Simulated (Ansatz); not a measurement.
Au under changes of volume

One of the cells (18.207 Å³/atom); the others are scaled copies at fixed shape and fractional positions:

```
Au
1.0
    -1.65727    1.65727    1.65727
     1.65727   -1.65727    1.65727
     1.65727    1.65727   -1.65727
Au
1
Direct
  0.00000 0.00000 0.00000
```

This isn't the form of Au at room conditions, which is fcc.

* Program: Ansatz 0.2.0
* Functional: PBEsol
* Potentials or basis: Ansatz PAW
* Cutoff: 420 eV (not typed: the program's choice for these potentials)
* k mesh: 11 × 11 × 11
* Occupations: fermi-dirac, width 0.05 eV
* Spin: no spin polarisation

```tsv
volume (Å³/atom)	energy over the lowest point (meV/atom)	pressure (GPa)
17.115	0.00	-0.3
17.479	4.63	-3.6
17.843	?	?
18.207	33.62	-8.9
18.571	56.21	-11.0
18.935	83.27	-12.8
19.299	114.22	-14.4
```

Q: What does the run at 17.843 Å³/atom give?

A: Energy over the lowest point 16.15 meV/atom; pressure -6.4 GPa.

Worked out: A Birch-Murnaghan fit of order 3 (a polynomial in V^(-2/3)) to the other rows has its minimum at 17.07 Å³/atom, just outside them, with B0 = V·E''(V) = 165 GPa and B' = 5.6. It gives 16.15 meV/atom at 17.843 Å³/atom, against the run's 16.15, and -dE/dV = -6.4 GPa, against -6.4.

Energies are extrapolated to zero smearing.

Caveats: the PAW data sets come from PBE, with cores solved anew for the run's functional, which leaves a small shift of forces and pressure.
